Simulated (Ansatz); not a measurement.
Crystal: Tl.

```
Tl
1.0
     3.45600    0.00000    0.00000
    -1.72800    2.99298    0.00000
     0.00000    0.00000    5.52500
Tl
2
Direct
  0.66667 0.33333 0.75000
  0.33333 0.66667 0.25000
```

Base run:

- Program: Ansatz 0.2.0
- Functional: RPBE
- Potentials or basis: Ansatz PAW
- Cutoff: 420 eV
- Density cutoff: 1680 eV
- k mesh: 9 × 9 × 5
- Occupations: fermi-dirac, width 0.05 eV
- Spin: no spin polarisation

Its results: band gap on the k mesh none (metal or under the smearing width); pressure 5.4 GPa.

**Question.** The run is repeated on the same cell with these changes: functional from RPBE to r2SCAN; cutoff from 420 eV to 500 eV; density cutoff from 1680 eV to 2000 eV. What comes out?

**Answer.** Band gap on the k mesh none (metal or under the smearing width); pressure 2.1 GPa.

Caveats: the PAW data sets come from PBE, with cores solved anew for the run's functional, which leaves a small shift of forces and pressure; the potentials were made for another functional, which shifts forces and pressure (some runs).

Not every run made on this cell is shown here.
